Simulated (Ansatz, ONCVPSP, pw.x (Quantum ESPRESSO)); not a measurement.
# From atom to crystal: ONCV potential for Si

```
Element                 : Si
Generator               : ONCVPSP 4.0.1
Type                    : optimised norm-conserving Vanderbilt (ONCV)
Functional              : LDA (Perdew-Wang 92)
Relativity              : scalar-relativistic
Frozen core             : [Ne]
Valence charge          : 4
Reference configuration : 3s2 3p2
Partial waves           : 3s: rc 1.95 bohr, ncon 3, nbas 7, qcut 4.3 1/bohr, 2 projectors, debl 3.1 Ha; 3p: rc 2.30 bohr, ncon 3, nbas 8, qcut 3.3 1/bohr, 2 projectors, debl 3.7 Ha; d scattering state at 0.17 Ha: rc 2.10 bohr, ncon 3, nbas 6, qcut 4.3 1/bohr, 2 projectors, debl 1.9 Ha
Local potential         : polynomial inside 1.75 bohr (lpopt 5, dvloc0 0 Ha)
Core correction         : none
```

Atomic tests: cutoffs needed: 6.9 Ha and 9.1 Ha (the cutoffs (Ha) at which the residual kinetic energy of the hardest occupied pseudo-wave falls to 1 and 0.1 mHa per electron) The cutoffs count occupied waves only; projector 2 of the d channel, the hardest unoccupied one, needs 29 Ha at the loose tolerance.; ghost test: no bound ghost flagged; GHOST(+) flagged for s at 178.0 eV; largest excitation error: +197 meV (all-electron minus pseudo) for 3s1 3p0, out of 4 test configurations.

Crystal test: fcc Si in pw.x 7.5, no spin, 15³ k-points, Fermi–Dirac smearing 0.01 Ry, cutoffs 35/140 Ry. The reference is all-electron LAPW (Ansatz 0.2.0) with the same functional, mesh and smearing; V0 and B0 come from Birch–Murnaghan fits to the pressures at five volumes. Errors are pseudo minus all-electron; Δ is the rms difference of the E(V) curves that follow from these fits, minima aligned, over ±6 % about the mean V0. Mesh and smearing are coarse, so the numbers serve the comparison and aren't converged zero-temperature values; the lattice is a test structure that the element need not adopt.

All-electron: a0 = 3.818 Å (V0 = 13.92 Å³/atom), B0 = 90.0 GPa.

How far does the potential miss the all-electron equation of state?

mean pressure error (GPa): -0.40; a0 (Å): 3.813; a0 error (%): -0.14; B0 error (%): -1.0; Δ (meV/atom): 1.2.

| V (Å³/atom) | P all-electron (GPa) | P pseudo (GPa) |
| --- | --- | --- |
| 13.158 | 5.68 | 5.14 |
| 13.504 | 2.89 | 2.43 |
| 13.850 | 0.45 | 0.05 |
| 14.196 | -1.71 | -2.04 |
| 14.543 | -3.61 | -3.90 |

At the middle volume, how do free energy and pressure move when the wave cutoff is lowered (ecutrho kept at four times it)?

```csv
cutoff (Ry),shift of F (meV/atom),shift of P (GPa)
16,+18.3,-1.19
21,+2.6,+0.04
28,+1.1,-0.02
```

Input at the middle volume:

```
&control
  calculation='scf', prefix='x', pseudo_dir='./', outdir='./tmp', tstress=.true., disk_io='low'
/
&system
  ibrav=0, nat=1, ntyp=1, ecutwfc=35, ecutrho=140, nbnd=9,
  occupations='smearing', smearing='fd', degauss=0.01
/
&electrons
  conv_thr=1e-09, mixing_beta=0.4, electron_maxstep=70
/
ATOMIC_SPECIES
Si 1.0 Si.UPF
CELL_PARAMETERS angstrom
  0.00000000 1.90607474 1.90607474
  1.90607474 0.00000000 1.90607474
  1.90607474 1.90607474 0.00000000
ATOMIC_POSITIONS crystal
Si 0.0000 0.0000 0.0000
K_POINTS automatic
15 15 15 0 0 0
```

```bash
pw.x < Si.scf.in > Si.scf.out
```

Lines of the output:

```
Message from routine setup:
     using ibrav=0 with symmetry is DISCOURAGED, use correct ibrav instead
     lattice parameter (alat)  =       5.0939  a.u.
     unit-cell volume          =      93.4644 (a.u.)^3
     number of electrons       =         4.00
     number of Kohn-Sham states=            9
     kinetic-energy cutoff     =      35.0000  Ry
     charge density cutoff     =     140.0000  Ry
     scf convergence threshold =      1.0E-09
     Exchange-correlation= SLA  PW   NOGX NOGC
     number of k points=   120  Fermi-Dirac smearing, width (Ry)=  0.0100
     iteration #  1     ecut=    35.00 Ry     beta= 0.40
     total energy              =      -7.91104909 Ry
     estimated scf accuracy    <       0.00391944 Ry
     iteration #  2     ecut=    35.00 Ry     beta= 0.40
     total energy              =      -7.91068364 Ry
     estimated scf accuracy    <       0.00121163 Ry
     iteration #  3     ecut=    35.00 Ry     beta= 0.40
     total energy              =      -7.91072684 Ry
     estimated scf accuracy    <       0.00000305 Ry
     iteration #  4     ecut=    35.00 Ry     beta= 0.40
     total energy              =      -7.91072765 Ry
     estimated scf accuracy    <       0.00000007 Ry
     iteration #  5     ecut=    35.00 Ry     beta= 0.40
     total energy              =      -7.91072767 Ry
     estimated scf accuracy    <          9.4E-09 Ry
     iteration #  6     ecut=    35.00 Ry     beta= 0.40
     the Fermi energy is    11.1101 ev
!    total energy              =      -7.91072767 Ry
     estimated scf accuracy    <          8.4E-10 Ry
     smearing contrib. (-TS)   =      -0.00196627 Ry
     The total energy is F=E-TS. E is the sum of the following terms:
     one-electron contribution =       4.71519519 Ry
     hartree contribution      =       0.02863989 Ry
     xc contribution           =      -2.46955596 Ry
     ewald contribution        =     -10.18304052 Ry
     convergence has been achieved in   6 iterations
          total   stress  (Ry/bohr**3)                   (kbar)     P=        0.52
```

The run at the middle volume (120 k-points, 6 iterations) took about 6.1 s on one core of a shared host (Intel(R) Xeon(R) Platinum 8259CL CPU @ 2.50GHz, 48 threads, 187 GiB, load 33).
